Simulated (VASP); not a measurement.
Here is a VASP 6.6.1 calculation.

Contents of INCAR:

```
SYSTEM = MgS
PREC = Accurate
ENCUT = 900
EDIFF = 1E-7
ISMEAR = -1
SIGMA = 0.05
LREAL = .False.
LASPH = .True.
NELM = 80
ALGO = Fast
ISIF = 3
LWAVE = .False.
LCHARG = .False.
GGA = PE
IBRION = 2
NSW = 40
EDIFFG = -0.01
```

File KPOINTS:

```
regular mesh
0
Gamma
  9 9 9
  0 0 0
```

Contents of POSCAR:

```
MgS
1.0
    0.0000000000      2.6016500000      2.6016500000
    2.6016500000      0.0000000000      2.6016500000
    2.6016500000      2.6016500000      0.0000000000
S Mg
1 1
Direct
    0.5000000000      0.5000000000      0.5000000000
    0.0000000000      0.0000000000      0.0000000000
```

Potentials or basis: VASP PAW PBE potentials, release 54 (S, Mg).

Launch:

```console
$ cat potpaw_PBE.54/S/POTCAR potpaw_PBE.54/Mg/POTCAR > POTCAR
$ mpirun -np 1 vasp_std > vasp.out
```

Predict the relaxed volume.

17.81 Å³/atom.

Predict the space group after relaxing (to 0.05 Å).

Fm-3m (No. 225).

Predict the relaxed cell.

a = 3.693 Å, b = 3.693 Å, c = 3.693 Å, α = 60.00°, β = 60.00°, γ = 60.00°.

What does it give for the band gap on the k mesh?

2.88 eV, indirect (least direct gap 3.62 eV).

Step by step:
```csv
step,energy change (eV),largest force (eV/Å),pressure (GPa),volume (Å³)
1,0.0000,0.0000,0.89,35.22
2,-0.0011,0.0000,-0.20,35.72
3,-0.0011,0.0000,0.01,35.63
```

Caveat: an odd mesh through Γ misses points on the zone boundary, where band edges often lie. PBE usually gives volumes a little too large and moduli too small.
